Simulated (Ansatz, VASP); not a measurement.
Stiffness of cubic InP

The cell as given, ahead of any relaxation:

The structure is cubic, space group F-43m (No. 216). The conventional cell has a = 5.861 Å, b = 5.861 Å, c = 5.861 Å, α = 90.00°, β = 90.00°, γ = 90.00°. In (site symmetry -43m) has 4 P at 2.54 Å as nearest neighbours. P (site symmetry -43m) is surrounded by 4 In at 2.54 Å.

Constants in GPa on the cubic axes, for the cell as given (25.17 Å³ an atom) or relaxed at the run's level, with the atoms relaxed in the strained cells where symmetry lets them move; no spin polarisation, no spin-orbit coupling. Meshes are those of the run's cell of 2 atoms. Ansatz's plane-wave pressures hold its Pulay term. Occupations: fixed (run 1); fermi-dirac 0.05 eV (run 2); fermi-dirac 0.05 eV (run 3); fixed (run 4). Space group F-43m.

| run | level | program and potentials | k mesh | cell | C11 | C12 | C44 |
| --- | --- | --- | --- | --- | --- | --- | --- |
| 1 | LDA | Ansatz, Ansatz PAW (made for PBE), 420 eV | 6 × 6 × 6 | as given, -1.21 GPa | 95.8 | 50.8 | 45.0 |
| 2 | LDA | VASP, LDA PAW files In_d, P, 600 eV | 6 × 6 × 6 | relaxed, 24.75 Å³ an atom | 101.1 | 56.8 | 45.7 |
| 3 | PBE | VASP, PBE PAW files In_d, P, 600 eV | 6 × 6 × 6 | relaxed, 26.44 Å³ an atom | 87.4 | 45.8 | 41.6 |
| 4 | PBEsol | Ansatz, Ansatz PAW (made for PBE), 420 eV | 6 × 6 × 6 | as given, 0.60 GPa | 97.8 | 55.8 | 43.4 |

**Question.** For run 4, work out the bulk, shear and Young's moduli of a random polycrystal, Poisson's ratio and the anisotropy, and test the cell's stability.

**Answer.** From the values as printed: B = (C11 + 2 C12)/3 = 69.8 GPa. Voigt: G_V = (C11 - C12 + 3 C44)/5 = 34.4; Reuss: G_R = 5 C44 (C11 - C12)/[4 C44 + 3 (C11 - C12)] = 30.4; Hill's mean, from the unrounded bounds, G = 32.4 GPa. Young's modulus E = 9BG/(3B + G) = 84.2 GPa, Poisson's ratio ν = (3B - 2G)/[2(3B + G)] = 0.299. Zener's ratio 2 C44/(C11 - C12) = 2.07, so the crystal is stiffest along ⟨111⟩ and softest along ⟨100⟩. C11 > |C12|, C11 + 2 C12 > 0 and C44 > 0 hold, so the cell is stable against small uniform strains, which says nothing of soft phonons. Under pressure the constants are those of stress over strain at that pressure. An equation of state at this level (Ansatz, Ansatz PAW, made for PBE; mesh 8 × 8 × 8) gives B0 = 66.8 GPa at its minimum of 25.39 Å³ an atom, against 25.17 here. Over the runs shown B spans 59.7 to 71.6 GPa and C44 41.6 to 45.7.
